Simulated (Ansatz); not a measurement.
Runs of Ansatz 0.2.0 on Pt. The structure is cubic, space group Fm-3m (No. 225). The conventional cell has a = 3.922 Å, b = 3.922 Å, c = 3.922 Å, α = 90.00°, β = 90.00°, γ = 90.00°. Pt (site symmetry m-3m) has 12 Pt at 2.77 Å as nearest neighbours. 

| task | level | potentials or basis | cell | cutoff (eV) | points for each segment of the path | gap on the mesh (eV) | pressure (GPa) | relaxed volume (Å³/atom) |
| --- | --- | --- | --- | --- | --- | --- | --- | --- |
| band structure | PBEsol | JTH PAW | as given | 750 | 14 | none | (a) | - |
| relaxation of cell and atoms | PBEsol+D3(BJ) | Ansatz PAW | relaxed | 420 | - | none | 0.0 | 14.63 |
| relaxation of cell and atoms | PBEsol+D4 | Ansatz PAW | relaxed | 420 | - | none | 0.0 | (b) |
| relaxation of cell and atoms | PBEsol | Ansatz PAW | relaxed | 420 | - | none | 0.0 | 15.05 |
| band structure | PBEsol | Ansatz PAW earlier set | as given | 570 | 14 | none | -0.5 | - |

Alike in all rows: no spin polarisation; k mesh 12 × 12 × 12; smearing fermi-dirac 0.05 eV.

Task: Estimate the missing entries.

Result: (a) 0.8; (b) 14.82.

Caveats: the PAW data sets come from PBE, with cores solved anew for the run's functional, which leaves a small shift of forces and pressure (some runs); the plane-wave basis is chosen anew once the cell has moved, so the energies of steps on either side of that aren't comparable (some runs); spin-orbit coupling is left out, which moves the levels of the heavy elements (some runs); pairwise dispersion overbinds metals, which lowers pressure and volume (some runs).

A k mesh can miss the band edges, and the runs leave out spin-orbit coupling on Pt.

A gap of «none» marks a metal or a gap under the smearing width.

The runs don't all hold the same shells in valence.
